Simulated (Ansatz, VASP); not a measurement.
**Two plane-wave programs on HfO2**

```xyz
6
Lattice="4.8135 0.0000 0.0000 0.0000 4.8135 0.0000 0.0000 0.0000 3.2054" Properties=species:S:1:pos:R:3 pbc="T T T"
Hf    2.4068    2.4068    1.6027
Hf    0.0000    0.0000    0.0000
O     3.8751    0.9384    1.6027
O     3.3452    3.3452    0.0000
O     1.4683    1.4683    0.0000
O     0.9384    3.8751    1.6027
```

Measurements of this composition are mostly on another form, of space group No. 14.

Alike in both runs: task single point; functional PBE; k mesh 6 × 6 × 8; occupations gaussian, width 0.015 eV; no spin polarisation.

```csv
,VASP,Ansatz
version,VASP 6.6.1,Ansatz 0.2.0
potentials or method,"VASP PAW PBE potentials, release 64 (Hf_pv, O)",Ansatz PAW
plane-wave cutoff (eV),520,420
valence electrons in the cell,44,76
```

```csv
,VASP,Ansatz,Ansatz less VASP
gap on the k mesh at the Fermi level (eV),3.98,4.04,+0.058
least direct gap on the mesh (eV),3.98,4.04,+0.058
pressure (GPa),5.6,8.5,+2.94
largest component of the traceless stress (GPa),0.30,0.79,+0.493
rms of the force components (eV/Å),0.014,0.038,+0.0238
```

Atom by atom the forces differ by 0.024 eV/Å (rms over components). The two sets of potentials don't hold the same shells in valence.

Caveats: spin-orbit coupling is left out, which moves the levels of the heavy elements; the pressure holds a Pulay correction of +0.7 GPa for the finite cutoff (Ansatz). A k mesh can miss the band edges. As with any semilocal functional, this PBE gap is likely too small.
